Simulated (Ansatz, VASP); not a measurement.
C in VASP and in Ansatz

The input INCAR:

```
SYSTEM = C
PREC = Accurate ; ENCUT = 520
EDIFF = 1E-6 ; ISMEAR = 0
SIGMA = 0.03 ; LREAL = .False.
LASPH = .True. ; NELM = 100
ALGO = Normal ; ISIF = 2
LWAVE = .False. ; LCHARG = .False.
LDIPOL = .True. ; IDIPOL = 3
DIPOL = 0.5 0.5 0.500 ; GGA = CA
IBRION = 2 ; NSW = 80
EDIFFG = -0.01
```

File KPOINTS:

```
regular mesh
0
Gamma
  12 12 1
  0 0 0
```

File POSCAR:

```
C
1.0
    2.4973161455      0.0000000000      0.0000000000
   -1.2486581224      2.1627392872      0.0000000000
    0.0000000000      0.0000000000     22.6659535452
C
10
Direct
    1.0000000000      0.0000000000      0.3088332457
    0.6666670000      0.3333330000      0.3313260267
    0.6666670000      0.3333330000      0.3987956160
    0.3333330000      0.6666670000      0.4212840202
    0.3333330000      0.6666670000      0.4887579864
    0.0000000000      0.0000000000      0.5112463905
    0.0000000000      0.0000000000      0.5787159798
    0.6666670000      0.3333330000      0.6012087609
    0.6666670000      0.3333330000      0.6686783502
    0.3333330000      0.6666670000      0.6911667543
```

Input for Ansatz:

```yaml
crystal:
  lattice:
    - [2.4973161455, 0.0, 0.0]
    - [-1.2486581224, 2.1627392872, 0.0]
    - [0.0, 0.0, 22.6659535452]
  atoms:
    - { symbol: C, position: [1.0, 0.0, 0.3088332457] }
    - { symbol: C, position: [0.666667, 0.333333, 0.3313260267] }
    - { symbol: C, position: [0.666667, 0.333333, 0.398795616] }
    - { symbol: C, position: [0.333333, 0.666667, 0.4212840202] }
    - { symbol: C, position: [0.333333, 0.666667, 0.4887579864] }
    - { symbol: C, position: [0.0, 0.0, 0.5112463905] }
    - { symbol: C, position: [0.0, 0.0, 0.5787159798] }
    - { symbol: C, position: [0.666667, 0.333333, 0.6012087609] }
    - { symbol: C, position: [0.666667, 0.333333, 0.6686783502] }
    - { symbol: C, position: [0.333333, 0.666667, 0.6911667543] }
basis:
  ecutwfc: 420
kpoints:
  mp_grid: { grid: [12, 12, 1] }
hamiltonian:
  xc: lda
scf:
  occupations: { method: gaussian, width: 0.03 }
  n_extra_bands: 9
  max_iter: 160
output:
  forces: true
  eigenvalues: true
  write_density: true
  write_potential: true
  elf: true
  volumetric_format: npy
relax:
  adjacent_minimum: "off"
  f_tol: 0.01
  max_steps: 60
efield:
  axis: 3
  dipole_correction: true
```

Alike in both runs: task relaxation of the atoms; functional LDA; k mesh 12 × 12 × 1; occupations gaussian, width 0.03 eV; no spin polarisation.

|  | VASP | Ansatz |
| --- | --- | --- |
| version | VASP 6.6.1 | Ansatz 0.2.0 |
| potentials or method | VASP PAW LDA potentials, release 64 (C) | scalar-relativistic, plane waves, PAW |
| plane-wave cutoff (eV) | 520 | 420 |
| valence electrons in the cell | 40 | 40 |

|  | VASP | Ansatz | Ansatz less VASP |
| --- | --- | --- | --- |
| gap on the k mesh at the Fermi level, each at its own relaxed structure (eV) | none | none | - |
| energy change over the relaxation (meV/atom) | -106 | -108 | -1.4 |

A gap of «none» marks a metal or a gap that the smearing closes. Ansatz warned: «structure_snapped_to_symmetry».
